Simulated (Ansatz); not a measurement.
All numbers below come from DFT PBE, scalar-relativistic, plane waves, PAW in Ansatz.

Structure of Cs:

```yaml
crystal:
  lattice:
    - [-2.57386, 2.57386, 9.28210]
    - [2.57386, -2.57386, 9.28210]
    - [2.57386, 2.57386, -9.28210]
  atoms:
    - { symbol: Cs, position: [0.25000, 0.75000, 0.50000] }
    - { symbol: Cs, position: [0.50000, 0.50000, 0.00000] }
```

Cutoff 420 eV; k points 12×12×12 on the computed 2-atom cell (Γ-centred); Gaussian smearing, width 0.10 eV; no spin polarisation.

Levels along Γ–X–P–N–Γ–M–S | S0–Γ | X–R | G–M, in eV from the Fermi level, sorted by energy at each point. Points in fractions of the primitive reciprocal vectors: Γ (0.000 0.000 0.000), X (0.000 0.000 0.500), P (0.250 0.250 0.250), N (0.000 0.500 0.000), M (0.500 0.500 -0.500), S (0.269 0.731 -0.269), S0 (-0.269 0.269 0.269), R (-0.038 0.038 0.500), G (0.500 0.500 -0.038).
| point | k (1/Å, with 2π) | band 9 | band 10 | band 11 | band 12 |
| --- | --- | --- | --- | --- | --- |
| Γ | 0.000 | -1.61 | -0.04 | 0.64 | 1.56 |
| - | 0.123 | -1.54 | 0.05 | 0.64 | 1.59 |
| - | 0.247 | -1.31 | 0.31 | 0.65 | 1.66 |
| - | 0.370 | -0.95 | 0.67 | 0.69 | 1.66 |
| - | 0.493 | -0.49 | 0.81 | 0.94 | 1.31 |
| - | 0.617 | 0.01 | 0.83 | 1.01 | 1.02 |
| - | 0.740 | 0.41 | 0.65 | 0.94 | 1.31 |
| X | 0.863 | 0.54 | 0.54 | 1.21 | 1.21 |
| - | 0.887 | 0.54 | 0.54 | 1.21 | 1.21 |
| - | 0.911 | 0.54 | 0.54 | 1.20 | 1.20 |
| - | 0.936 | 0.54 | 0.54 | 1.18 | 1.18 |
| - | 0.960 | 0.55 | 0.55 | 1.17 | 1.17 |
| - | 0.984 | 0.55 | 0.55 | 1.16 | 1.16 |
| - | 1.008 | 0.55 | 0.55 | 1.15 | 1.15 |
| P | 1.032 | 0.55 | 0.55 | 1.15 | 1.15 |
| - | 1.119 | 0.50 | 0.59 | 1.05 | 1.13 |
| - | 1.207 | 0.46 | 0.57 | 0.97 | 1.01 |
| - | 1.294 | 0.41 | 0.43 | 0.84 | 0.99 |
| - | 1.381 | 0.20 | 0.40 | 0.68 | 1.04 |
| - | 1.468 | 0.03 | 0.37 | 0.54 | 1.06 |
| - | 1.555 | -0.09 | 0.34 | 0.45 | 1.07 |
| N | 1.643 | -0.13 | 0.33 | 0.42 | 1.06 |
| - | 1.733 | -0.35 | 0.40 | 0.55 | 1.06 |
| - | 1.823 | -0.68 | 0.34 | 0.88 | 1.02 |
| - | 1.914 | -0.99 | 0.27 | 0.88 | 1.22 |
| - | 2.005 | -1.25 | 0.17 | 0.77 | 1.45 |
| - | 2.095 | -1.45 | 0.07 | 0.69 | 1.55 |
| - | 2.185 | -1.57 | -0.01 | 0.65 | 1.57 |
| Γ | 2.276 | -1.61 | -0.04 | 0.64 | 1.56 |
| - | 2.324 | -1.60 | -0.09 | 0.69 | 1.55 |
| - | 2.373 | -1.56 | -0.22 | 0.80 | 1.50 |
| - | 2.421 | -1.50 | -0.38 | 0.93 | 1.44 |
| - | 2.469 | -1.42 | -0.56 | 1.05 | 1.38 |
| - | 2.518 | -1.32 | -0.73 | 1.14 | 1.33 |
| - | 2.566 | -1.19 | -0.90 | 1.20 | 1.29 |
| M | 2.614 | -1.05 | -1.05 | 1.25 | 1.25 |
| - | 2.695 | -1.02 | -1.02 | 1.25 | 1.26 |
| - | 2.775 | -0.93 | -0.93 | 1.25 | 1.29 |
| - | 2.856 | -0.79 | -0.78 | 1.21 | 1.33 |
| - | 2.936 | -0.60 | -0.59 | 1.11 | 1.38 |
| - | 3.017 | -0.40 | -0.36 | 0.91 | 1.30 |
| - | 3.097 | -0.19 | -0.10 | 0.63 | 1.18 |
| S | 3.178 | -0.07 | 0.18 | 0.40 | 1.11 |
| S0 | 3.178 | -0.07 | 0.18 | 0.40 | 1.11 |
| - | 3.272 | -0.28 | 0.43 | 0.53 | 1.12 |
| - | 3.365 | -0.62 | 0.54 | 0.86 | 0.97 |
| - | 3.459 | -0.94 | 0.59 | 0.66 | 1.23 |
| - | 3.553 | -1.22 | 0.39 | 0.62 | 1.48 |
| - | 3.647 | -1.44 | 0.16 | 0.63 | 1.58 |
| - | 3.741 | -1.57 | 0.01 | 0.64 | 1.58 |
| Γ | 3.835 | -1.61 | -0.04 | 0.64 | 1.56 |
| X | 3.835 | 0.54 | 0.54 | 1.21 | 1.21 |
| - | 3.844 | 0.54 | 0.54 | 1.21 | 1.21 |
| - | 3.854 | 0.54 | 0.54 | 1.21 | 1.21 |
| - | 3.863 | 0.54 | 0.54 | 1.20 | 1.20 |
| - | 3.873 | 0.54 | 0.54 | 1.20 | 1.20 |
| - | 3.882 | 0.54 | 0.54 | 1.19 | 1.19 |
| - | 3.892 | 0.54 | 0.54 | 1.19 | 1.19 |
| R | 3.901 | 0.54 | 0.54 | 1.18 | 1.18 |
| G | 3.901 | 0.54 | 0.54 | 1.18 | 1.18 |
| - | 4.015 | 0.45 | 0.45 | 1.12 | 1.12 |
| - | 4.129 | 0.17 | 0.17 | 1.21 | 1.21 |
| - | 4.243 | -0.18 | -0.18 | 1.33 | 1.33 |
| - | 4.357 | -0.53 | -0.53 | 1.34 | 1.34 |
| - | 4.470 | -0.81 | -0.81 | 1.30 | 1.30 |
| - | 4.584 | -0.99 | -0.99 | 1.26 | 1.26 |
| M | 4.698 | -1.05 | -1.05 | 1.25 | 1.25 |

Spin-orbit coupling is left out, which matters for the bands of heavy elements.

This form isn't the element's structure at ambient conditions.

Cost: 1 run of about 1.5 core-minutes, on Intel Xeon Platinum 8488C (Sapphire Rapids) (shared hosts).